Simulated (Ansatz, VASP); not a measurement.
## One calculation of Pb, two programs

INCAR

```
SYSTEM = Pb
PREC = Accurate
ENCUT = 520
EDIFF = 1E-6
ISMEAR = 0
SIGMA = 0.1
LREAL = .False.
LASPH = .True.
NELM = 100
ALGO = Normal
ISIF = 2
LWAVE = .False.
LCHARG = .False.
GGA = PE
NBANDS = 36
```

The input KPOINTS:

```
Automatic mesh
0
Gamma
  4 4 4
  0 0 0
```

Contents of POSCAR:

```
Pb
1.0
    2.6813915012     -4.5444613361      0.0000000000
    2.6813915012      4.5444613361      0.0000000000
    0.0000000000      0.0000000000      5.3699164181
Pb
4
Direct
    0.1525000000      0.8475000000      0.0785000000
    0.6525000000      0.3475000000      0.4215000000
    0.8475000000      0.1525000000      0.9215000000
    0.3475000000      0.6525000000      0.5785000000
```

Input for Ansatz:

```yaml
crystal:
  lattice:
    - [2.6813915012, -4.5444613361, 0.0]
    - [2.6813915012, 4.5444613361, 0.0]
    - [0.0, 0.0, 5.3699164181]
  atoms:
    - { symbol: Pb, position: [0.1525, 0.8475, 0.0785] }
    - { symbol: Pb, position: [0.6525, 0.3475, 0.4215] }
    - { symbol: Pb, position: [0.8475, 0.1525, 0.9215] }
    - { symbol: Pb, position: [0.3475, 0.6525, 0.5785] }
basis:
  ecutwfc: 420
kpoints:
  mp_grid: { grid: [4, 4, 4] }
hamiltonian:
  xc: pbe
scf:
  occupations: { method: gaussian, width: 0.1 }
  lower_state_search: "off"
output:
  forces: true
  stress: true
  eigenvalues: true
```

Alike in both runs: task single point; functional PBE; k mesh 4 × 4 × 4; occupations gaussian, width 0.1 eV; no spin polarisation.

|  | VASP | Ansatz |
| --- | --- | --- |
| version | VASP 6.6.1 | Ansatz 0.2.0 |
| potentials or method | VASP PAW PBE potentials, release 64 (Pb_d) | scalar-relativistic, plane waves, PAW |
| plane-wave cutoff (eV) | 520 | 420 |
| valence electrons in the cell | 56 | 56 |

```tsv
	VASP	Ansatz	Ansatz less VASP
gap on the k mesh at the Fermi level (eV)	none	none	-
pressure (GPa)	6.0	6.0	+0.07
largest component of the traceless stress (GPa)	3.04	3.04	-0.004
rms of the force components (eV/Å)	0.454	0.454	-0.0001
```

Atom by atom the forces differ by 0.000 eV/Å (rms over components). A gap of «none» marks a metal or a gap that the smearing closes.

Spin-orbit coupling is left out, which matters for the levels of Pb.
